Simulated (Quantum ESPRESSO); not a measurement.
GaSb:

```xyz
2
Lattice="0.0000 3.0590 3.0590 3.0590 0.0000 3.0590 3.0590 3.0590 0.0000" Properties=species:S:1:pos:R:3 pbc="T T T"
Sb    4.5885    4.5885    4.5885
Ga    0.0000    0.0000    0.0000
```

| Quantity | Value |
| --- | --- |
| Program | Quantum ESPRESSO 7.5 |
| Task | phonons |
| Functional | rev-vdW-DF2 |
| Potentials or basis | PseudoDojo 0.4.1 SR PBE standard |
| Cutoff | 1088 eV |
| Density cutoff | 4354 eV |
| k mesh | 8 × 8 × 8 |
| Occupations | cold, width 0.2 eV |
| Spin | no spin polarisation |
| Mixing beta | 0.5 |
| Most SCF iterations | 120 |
| SCF threshold | 4e-10 Ry |

Problem. What is the highest optical frequency at the zone centre?

Solution. 215 cm⁻¹, a mode of symmetry T2 (IR and Raman).

Optical modes at Γ, degenerate ones joined:
```csv
cm⁻¹,components,symmetry,active in
215,3,T2,IR and Raman
```
